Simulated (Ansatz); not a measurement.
Crystal: TiSi2.

```
Ti Si
1.0
     0.00000    4.11752    4.26290
     2.38951    0.00000    4.26290
     2.38951    4.11752    0.00000
Ti Si
2 4
Direct
  0.75000 0.75000 0.75000
  0.50000 0.50000 0.50000
  0.41257 0.08743 0.41257
  0.08743 0.41257 0.08743
  0.16257 0.83743 0.16257
  0.83743 0.16257 0.83743
```

The cell is a database's computed one.

Base run:

| Item | Value |
| --- | --- |
| Program | Ansatz 0.2.0 |
| Functional | RPBE |
| Potentials or basis | Ansatz PAW |
| Cutoff | 420 eV (not typed: the program's choice for these potentials) |
| k mesh | 7 × 7 × 7 |
| Occupations | fermi-dirac, width 0.05 eV |
| Spin | no spin polarisation |

Its results: band gap on the k mesh none (metal or under the smearing width); pressure 4.7 GPa; largest force 0.007 eV/Å.

Problem. The run is repeated on the same cell with these changes: functional from RPBE to PBEsol. What comes out?

Solution. Band gap on the k mesh none (metal or under the smearing width); pressure -2.0 GPa; largest force 0.048 eV/Å.

PBEsol binds more tightly than RPBE, so the same cell stands under less pressure.

Caveats: the PAW data sets come from PBE, with cores solved anew for the run's functional, which leaves a small shift of forces and pressure; the density of states is complete only up to the lowest level of the last band computed.
